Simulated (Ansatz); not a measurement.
## ZnS (F-43m), two-dimensional strain map

Computed with Ansatz, DFT PBE, scalar-relativistic, plane waves, PAW. The runs took a 420 eV cutoff, a Γ-centred 10×10×10 mesh and Gaussian smearing (0.05 eV). No spin polarisation. Energies are free energies at this smearing, counted from the undisturbed cell; pressure is positive in compression.

The starting cell (as given, not relaxed at this level; it stands at 1.4 GPa):

```xyz
2
Lattice="0.0000 2.7046 2.7046 2.7046 0.0000 2.7046 2.7046 2.7046 0.0000" Properties=species:S:1:pos:R:3 pbc="T T T"
Zn    0.0000    0.0000    0.0000
S     4.0570    4.0570    4.0570
```

The cell is strained by p along both x and y and by q along z, fractional coordinates fixed. Points are written (p, q).

p was sampled at -0.030, -0.015, 0.000, 0.015, 0.030 and q at -0.030, -0.015, 0.000, 0.015, 0.030.

Task: Where on the computed points is the energy highest, and how high?

Result: At (-0.030, -0.030): 56.7 meV/atom.

Task: Away from (0, 0), which computed point is lowest?

Result: (0.000, 0.015): -1.1 meV/atom.

The map, in meV/atom:

```csv
p \ q,-0.030,-0.015,0.000,0.015,0.030
-0.030,56.7,41.4,29.6,21.2,16.1
-0.015,28.3,17.5,9.8,5.2,3.6
0.000,10.9,4.0,0.0,-1.1,0.5
0.015,3.3,0.0,-0.7,1.2,5.7
0.030,4.7,4.5,6.8,11.5,18.5
```